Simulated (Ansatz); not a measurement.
KF (Carobbiite):

```xyz
2
Lattice="0.0000 2.6719 2.6719 2.6719 0.0000 2.6719 2.6719 2.6719 0.0000" Properties=species:S:1:pos:R:3 pbc="T T T"
K     0.0000    0.0000    0.0000
F     2.6719    2.6719    2.6719
```

Program: Ansatz 0.2.0. Alike in all runs: cell as given; k mesh 9 × 9 × 9.

Question: Order these runs on this cell by their pressure, lowest first.
A. level PBE; potentials or basis Ansatz PAW soft_1; spin off; cutoff (eV) 420; smearing fermi-dirac 0.05 eV
B. level r2SCAN+rVV10; potentials or basis Ansatz PAW earlier set; spin collinear, ferromagnetic start; cutoff (eV) 1050; smearing fermi-dirac 0.15 eV; driver chain
C. level RPBE; potentials or basis PseudoDojo standard (LDA files); spin off; cutoff (eV) 1143; smearing tetrahedron
D. level LDA; potentials or basis JTH PAW LDA; spin off; cutoff (eV) 1500; smearing tetrahedron

Answer: D (-3.3 GPa), B (-1.3 GPa), A (1.4 GPa), C (3.7 GPa).

Caveats: the PAW data sets come from PBE, with cores solved anew for the run's functional, which leaves a small shift of forces and pressure (some runs); the potentials were made for another functional, which shifts forces and pressure (some runs).

Not every run made on this cell is shown here.
